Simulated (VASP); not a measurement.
# Pd (P6_3/mmc) in VASP: further runs

The runs below take Pd through single point, with r2SCAN, PBE.

All numbers are computed with VASP 6.6.1; they aren't measurements. Logs are shortened: lines on timing, memory, paths and dates and some standing lists are left out, and cuts for length are marked.

**1. Starting point**

Symmetry: P6_3/mmc, No. 194, hexagonal system. Conventional cell: a = 2.736 Å, b = 2.736 Å, c = 4.626 Å, α = 90.00°, β = 90.00°, γ = 120.00°. Around Pd (site symmetry -6m2) lie 12 Pd at 2.74 to 2.80 Å.

The cell was built by a generator and needn't be a form met in nature.

**2. Single point, r2SCAN**

POSCAR reads:

```
Pd
1.0
    2.7358314504      0.0000000000      0.0000000000
   -1.3679157252      2.3692995365      0.0000000000
    0.0000000000      0.0000000000      4.6256814380
Pd
2
Direct
    0.3333333333      0.6666666667      0.7500000000
    0.6666666667      0.3333333333      0.2500000000
```

INCAR.step1 reads:

```
SYSTEM = Pd
  PREC = Accurate
  ENCUT = 520
  ISMEAR = 0
  SIGMA = 0.05
  LREAL = .FALSE.
  LASPH = .TRUE.
  NELM = 100
  NBANDS = 17
  GGA = PE
  ALGO = Normal
  EDIFF = 1E-4
  LWAVE = .TRUE.
  LCHARG = .FALSE.
```

INCAR.step2 reads:

```
SYSTEM = Pd
  PREC = Accurate
  ENCUT = 520
  EDIFF = 1E-6
  ISMEAR = 0
  SIGMA = 0.05
  LREAL = .FALSE.
  LASPH = .TRUE.
  NELM = 100
  ALGO = Normal
  ISIF = 2
  LWAVE = .FALSE.
  LCHARG = .FALSE.
  METAGGA = R2SCAN
  LMIXTAU = .TRUE.
  NBANDS = 17
  ISTART = 1
```

KPOINTS reads:

```
regular mesh
0
G
  18 18 10
  0 0 0
```

Potentials or basis: VASP PAW PBE potentials, release 64 (Pd).

Started as:

```console
cat potpaw_PBE.64/Pd/POTCAR > POTCAR
cp INCAR.step1 INCAR
mpirun -np 1 vasp_std > vasp.out
cp INCAR.step2 INCAR
mpirun -np 1 vasp_std > vasp.out
```

OUTCAR:

```text
SYSTEM = Pd
   PREC = Accurate
   ENCUT = 520
   EDIFF = 1E-6
   ISMEAR = 0
   LREAL = .FALSE.
   LASPH = .TRUE.
   NELM = 100
   ISIF = 2
   METAGGA = R2SCAN
   ISTART = 1

 ion  position               nearest neighbor table
   1  0.333  0.667  0.750-   2 2.80   2 2.80   2 2.80   2 2.80   2 2.80   2 2.80
   2  0.667  0.333  0.250-   1 2.80   1 2.80   1 2.80   1 2.80   1 2.80   1 2.80

  LATTYP: Found a hexagonal cell.
 ALAT       =     2.7358314504
 C/A-ratio  =     1.6907771995

  Lattice vectors:

 A1 = (   2.7358314504,   0.0000000000,   0.0000000000)
 A2 = (  -1.3679157252,   2.3692995365,   0.0000000000)
 A3 = (   0.0000000000,   0.0000000000,   4.6256814380)

Analysis of symmetry for initial positions (statically):
=====================================================================
 Subroutine PRICEL returns:
 Original cell was already a primitive cell.

 Routine SETGRP: Setting up the symmetry group for a
 hexagonal supercell.

 Subroutine GETGRP returns: Found 24 space group operations
 (whereof 12 operations were pure point group operations)
 out of a pool of 24 trial point group operations.

The static configuration has the point symmetry D_3d.
 The point group associated with its full space group is D_6h.

Analysis of symmetry for dynamics (positions and initial velocities):
=====================================================================
 Subroutine PRICEL returns:
 Original cell was already a primitive cell.

 Routine SETGRP: Setting up the symmetry group for a
 hexagonal supercell.

 Subroutine GETGRP returns: Found 24 space group operations
 (whereof 12 operations were pure point group operations)
 out of a pool of 24 trial point group operations.

The dynamic configuration has the point symmetry D_3d.
 The point group associated with its full space group is D_6h.

 Subroutine INISYM returns: Found 24 space group operations
 (whereof 12 operations are pure point group operations),
 and found     1 'primitive' translations

----------------------------------------------------------------------------------------

                                     Primitive cell

  volume of cell :      29.9837

  direct lattice vectors                    reciprocal lattice vectors
     2.735831450  0.000000000  0.000000000     0.365519594  0.211032836  0.000000000
    -1.367915725  2.369299536  0.000000000     0.000000000  0.422065672  0.000000000
     0.000000000  0.000000000  4.625681438     0.000000000  0.000000000  0.216184364

[... 82 lines left out ...]
   NELM   =    100;   NELMIN=  2; NELMDL=  0     # of ELM steps
   EDIFF  = 0.1E-05   stopping-criterion for ELM
   LREAL  =      F    real-space projection
   EDIFFG = 0.1E-04   stopping-criterion for IOM
   NSW    =      0    number of steps for IOM
   IBRION =     -1    ionic relax: 0-MD 1-quasi-New 2-CG
   NFREE  =      0    steps in history (QN), initial steepest desc. (CG)
   ISIF   =      2    stress and relaxation
   ISYM   =      2    0-nonsym 1-usesym 2-fastsym
   POTIM  = 0.5000    time-step for ionic-motion
   TEBEG  =    0.0;   TEEND  =   0.0 temperature during run
   PSTRESS=    0.0 pullay stress
   NELECT =      20.0000    total number of electrons
   NUPDOWN=      -1.0000    fix difference up-down
   EMIN   =  10.00;   EMAX   =-10.00  energy-range for DOS
   EFERMI =   0.00;   METHOD = LEGACY
   ISMEAR =     0;   SIGMA  =   0.05  broadening in eV -4-tet -1-fermi 0-gaus
   EFERMI_NEDOS =   21; number of points for ismear=-14 and -15
   IALGO  =     38    algorithm
   IMIX   =      4    mixing-type and parameters
     AMIX     =   0.40;   BMIX     =  1.00
     AMIX_MAG =   1.60;   BMIX_MAG =  1.00
  volume/ion in A,a.u.               =      14.99       101.17
  Fermi-wavevector in a.u.,A,eV,Ry     =   1.430397  2.703058 27.837991  2.046035
  Thomas-Fermi vector in A             =   2.550246
   LORBIT       =      0    0 simple, 1 ext, 2 COOP (PROOUT), +10 PAW based schemes
   METAGGA = R2SCAN    functional components
   LHFCALC =     F    Hartree Fock is set to
   AEXX    =    0.0000 exact exchange contribution
   IVDW    =     0    specifies the selected vdW correction
   LEPSILON=     F    determine dielectric tensor
   LRPA    =     F    only Hartree local field effects (RPA)
 non-spin polarized calculation
 Gauss-broadening in eV      SIGMA  =   0.05
  energy-cutoff  :      520.00
  volume of cell :       29.98
 maximum number of plane-waves:       827
   NGX = 11   NGY = 11   NGZ = 17

 number of electron      20.0000006 magnetization

 Free energy of the ion-electron system (eV)
  ---------------------------------------------------
  ext. energy  EPLUGINS =         0.00000000
  ---------------------------------------------------
  free energy    TOTEN  =       -45.82599359 eV

  energy without entropy =      -45.81977494  energy(sigma->0) =      -45.82288427

 E-fermi :   9.3447     XC(G=0): -14.0042

 val. band max:        9.3435203576   @ k =   0.4444   0.0000   0.2000
 cond. band min:       9.3452064856   @ k =   0.1667   0.0556   0.5000
 fundamental gap:      0.0016861280
 Fermi energy:         9.3447495116

 k-point     1 :       0.0000    0.0000    0.0000
  band No.  band energies     occupation
      1       2.2826      2.00000
      2       4.0245      2.00000
      3       6.3098      2.00000
      4       6.5737      2.00000
      5       6.5737      2.00000
      6       6.9067      2.00000
[... 457 lines left out ...]
      4       6.5266      2.00000
      5       6.8023      2.00000
      6       7.1270      2.00000
[... 9 lines left out ...]
     16      23.8768      0.00000
     17      24.1694      0.00000

 [... further k-points ...]

------------------------ aborting loop because EDIFF is reached ----------------------------------------

  FORCE on cell =-STRESS in cart. coord.  units (eV):
  Direction    XX          YY          ZZ          XY          YZ          ZX
  --------------------------------------------------------------------------------------
  -------------------------------------------------------------------------------------
  Total        0.1284513      0.1284513      0.1120524      0.0000000      0.0000000      0.0000000
  in kB        6.8637908      6.8637908      5.9875151      0.0000000      0.0000000      0.0000000
  external PRESSURE =       6.5716989 kB  Pullay stress =       0.0000000 kB

 VOLUME and BASIS-vectors are now :
 -----------------------------------------------------------------------------
  energy-cutoff  :      520.00
  volume of cell :       29.98
      direct lattice vectors                 reciprocal lattice vectors
     2.735831450  0.000000000  0.000000000     0.365519594  0.211032836  0.000000000
    -1.367915725  2.369299536  0.000000000     0.000000000  0.422065672  0.000000000
     0.000000000  0.000000000  4.625681438     0.000000000  0.000000000  0.216184364

 POSITION                                       TOTAL-FORCE (eV/Angst)
 -----------------------------------------------------------------------------------
     -0.00000      1.57953      3.46926         0.000000     -0.000000      0.000000
      1.36792      0.78977      1.15642        -0.000000      0.000000      0.000000
 -----------------------------------------------------------------------------------
    total drift:                               -0.000000      0.000000     -0.000000

  FREE ENERGIE OF THE ION-ELECTRON SYSTEM (eV)
  ---------------------------------------------------
  free  energy   TOTEN  =       -45.8259935945 eV

  energy  without entropy=      -45.8197749369  energy(sigma->0) =      -45.82288427
```

Run time: 4.8 min. Hardware: 1 thread of Intel Xeon Platinum 8488C (Sapphire Rapids), shared host; peak memory 0.21 GiB.

Results:

- Free energy: -45.8260 eV
- Pressure: 0.7 GPa
- Band gap on the k mesh: none (metal or under the smearing width)

Caveat: the PAW data sets were made with another functional, which shifts forces and pressure a little.

**3. Single point, PBE**

This run uses another cell than the first one, of 15.39 Å³/atom, 1.027 times its volume.

INCAR reads:

```
SYSTEM = Pd
  PREC = Accurate
  ENCUT = 520
  EDIFF = 1E-6
  ISMEAR = 0
  SIGMA = 0.05
  LREAL = .False.
  LASPH = .True.
  NELM = 60
  ALGO = Normal
  ISIF = 2
  LWAVE = .False.
  LCHARG = .False.
  GGA = PE
  NBANDS = 17
```

KPOINTS reads:

```
regular mesh
0
Gamma
  8 8 4
  0 0 0
```

POSCAR reads:

```
Pd
1.0
    2.7687459104      0.0000000000      0.0000000000
   -1.3843729552      2.3978042950      0.0000000000
    0.0000000000      0.0000000000      4.6363556171
Pd
2
Direct
    0.3333333333      0.6666666667      0.7500000000
    0.6666666667      0.3333333333      0.2500000000
```

Potentials or basis: VASP PAW PBE potentials, release 64 (Pd).

Started as:

```console
cat potpaw_PBE.64/Pd/POTCAR > POTCAR
mpirun -np 1 vasp_std > vasp.out
```

Run time: 17 s. Hardware: 1 thread of Intel Xeon Platinum 8488C (Sapphire Rapids), shared host; peak memory 0.15 GiB.

It converged, with:

- Free energy: -10.3468 eV
- Pressure: -0.2 GPa
- Band gap on the k mesh: none (metal or under the smearing width)

Levels at points of the mesh, in eV from the Fermi level:
| k point | band 8 | band 9 | band 10 | band 11 | band 12 | band 13 |
| --- | --- | --- | --- | --- | --- | --- |
| (0.00, 0.00, 0.00) | -1.54 | -1.54 | -0.22 | -0.22 | 0.90 | 6.62 |
| (0.50, 0.00, 0.00) | 0.01 | 0.01 | 0.19 | 2.56 | 4.44 | 9.43 |
| (0.00, 0.00, 0.50) | -2.61 | -0.66 | -0.66 | -0.66 | -0.66 | 13.64 |
| (0.50, 0.00, 0.50) | -0.43 | 0.12 | 0.12 | 2.66 | 2.66 | 7.97 |
